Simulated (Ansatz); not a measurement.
# TiSi₂: zone-centre modes

All numbers below come from Ansatz, DFT PBEsol, scalar-relativistic, plane waves, PAW. Cutoff 420 eV, Γ-centred 14×14×14 k-points, Gaussian smearing of 0.15 eV. No spin polarisation.

The starting cell (relaxed at this level; this form isn't the usual structure):

```
Ti Si
1.0
     1.75852   -6.67412    0.00000
     1.75852    6.67412    0.00000
     0.00000    0.00000    3.55562
Ti Si
2 4
Direct
  0.89752 0.10248 0.75000
  0.10248 0.89752 0.25000
  0.55999 0.44001 0.75000
  0.44001 0.55999 0.25000
  0.24972 0.75028 0.75000
  0.75028 0.24972 0.25000
```

Harmonic modes by finite displacements of 0.02 Å, without the LO–TO term.

**Question.** At this geometry, is the structure stable against these modes?

**Answer.** Yes: no mode is imaginary beyond 10 cm⁻¹, and only the three translations lie near zero.

**Question.** List the wavenumbers in cm⁻¹.

**Answer.** 0, 0, 0, 197, 203, 204, 229, 234, 276, 314, 349, 350, 353, 360, 363, 379, 397, 466.

Cost: 1 run of about 10 core-minutes, on Intel Xeon 6975P-C (Granite Rapids) (shared hosts).